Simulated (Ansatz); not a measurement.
**Sb: from a first guess to the relaxed hcp type**

First guess:

```xyz
2
Lattice="2.9119 0.0000 0.0000 -1.4559 2.5217 0.0000 0.0000 0.0000 4.7172" Properties=species:S:1:pos:R:3 pbc="T T T"
Sb    0.0000    1.6812    1.1793
Sb    1.4559    0.8406    3.5379
```

Computed with DFT, PBE, PAW with Ansatz's default frozen-core files, scalar-relativistic in Ansatz 0.2.0.

Cell and atoms relax within the symmetry of the start on a 13×13×7 k mesh with 0.05 eV Fermi–Dirac smearing.

The start is built from a prototype, known or not as a phase of this compound; the cutoff is 420 eV.

Spin–orbit coupling is left out, though it moves levels of the heavy atoms by tenths of an eV or more.

Problem. What is the pressure of the first guess?

Solution. 77.6 GPa.

Problem. What does it relax to?

Solution. a = 3.457 Å, b = 3.457 Å, c = 5.304 Å, α = 90.00°, β = 90.00°, γ = 120.00° (conventional cell), 27.44 Å³ per atom:
```cif
data_structure
_symmetry_space_group_name_H-M 'P6_3/mmc'
_symmetry_Int_Tables_number 194
_cell_length_a 3.4565
_cell_length_b 3.4565
_cell_length_c 5.3039
_cell_angle_alpha 90.000
_cell_angle_beta 90.000
_cell_angle_gamma 120.000
_cell_volume 54.88
loop_
_atom_site_label
_atom_site_type_symbol
_atom_site_symmetry_multiplicity
_atom_site_Wyckoff_symbol
_atom_site_fract_x
_atom_site_fract_y
_atom_site_fract_z
_atom_site_occupancy
Sb1 Sb 2 c 0.33333 0.66667 0.25000 1
```

Problem. How much energy does the relaxation release?

Solution. 1599 meV/atom.
